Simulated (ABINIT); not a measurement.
## BeTe: equation of state with BLYP+D3

BeTe:

```
Te Be
1.0
     0.00000    2.77000    2.77000
     2.77000    0.00000    2.77000
     2.77000    2.77000    0.00000
Te Be
1 1
Direct
  0.75000 0.75000 0.75000
  0.00000 0.00000 0.00000
```

```json
{
 "Program": "ABINIT 10.8.3 (patched build)",
 "Task": "equation of state",
 "Functional": "BLYP",
 "Dispersion": "D3",
 "Potentials or basis": "JTH PAW PBE v2.0",
 "Cutoff": "408 eV",
 "k mesh": "8 × 8 × 8",
 "Occupations": "fermi-dirac, width 0.05 eV",
 "Spin": "no spin polarisation"
}
```

The equilibrium volume is 22.90 Å³/atom (rough: see the caveat) and the bulk modulus is 50 GPa (rough).

Energy against volume, from the lowest point:
| volume (Å³/atom) | energy (meV/atom) |
| --- | --- |
| 19.979 | 73.29 |
| 20.404 | 51.40 |
| 20.829 | 33.45 |
| 21.254 | 20.20 |
| 21.679 | 10.14 |
| 22.104 | 3.75 |
| 22.529 | 0.00 |

Run time: 54 s on 1 thread of Arm Neoverse V1, with other jobs on the host, peak memory 0.13 GiB.

Caveat: the cutoff is too short for stress, so the log's stress isn't used; pressures at fixed basis lie under the slope of the energies; the minimum lies outside the volumes run; the PAW data sets were made with another functional, which shifts forces and pressure a little. The run has no spin-orbit coupling, so splittings on Te are missing.
